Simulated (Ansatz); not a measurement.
# Sr in Ansatz: convergence with basis error

The system is Sr.

```
Sr
1.0
     0.00000    3.04235    3.04235
     3.04235    0.00000    3.04235
     3.04235    3.04235    0.00000
Sr
1
Direct
  0.00000 0.00000 0.00000
```

```yaml
Program: Ansatz 0.2.0
Task: convergence study
Functional: PBEsol
Potentials_or_basis: all-electron LAPW, scalar-relativistic
Cutoff: 39 eV (chosen from the basis error)
Basis_error_allowed: 0.03 eV/atom
k_mesh: 8 × 8 × 8
Occupations: fermi-dirac, width 0.05 eV
Spin: no spin polarisation
```

These are the settings of the first run; the series varies basis error, with any setting tied to it.

Hardware: 1 thread of Arm Neoverse V2 (shared host).

Problem. The values tried are 0.03 eV/atom, 0.01 eV/atom, 0.003 eV/atom, 0.001 eV/atom, 0.0003 eV/atom, 0.0001 eV/atom, loosest first. From which on does the energy stay within 1 meV/atom of the tightest run that finished?

Solution. From 0.003 eV/atom on.

| basis error | energy less the tightest run, at zero smearing (meV/atom) | pressure (GPa) | SCF cycles | CPU time (s) | peak memory (GiB) |
| --- | --- | --- | --- | --- | --- |
| 0.03 eV/atom | 9.51 | -0.84 | 5 | 0.56 | 0.17 |
| 0.01 eV/atom | 2.92 | -0.88 | 5 | 0.68 | 0.18 |
| 0.003 eV/atom | 0.69 | -0.90 | 5 | 0.83 | 0.18 |
| 0.001 eV/atom | 0.20 | -0.90 | 7 | 1.3 | 0.2 |
| 0.0003 eV/atom | 0.04 | -0.90 | 7 | 1.6 | 0.21 |
| 0.0001 eV/atom | 0.00 | -0.90 | 7 | 2 | 0.22 |

Against the tightest run, the pressure stays within 0.1 GPa from 0.03 eV/atom on. The tightest run that finished is the yardstick and may itself not be fully converged.

The runs don't all hold the same shells in valence.
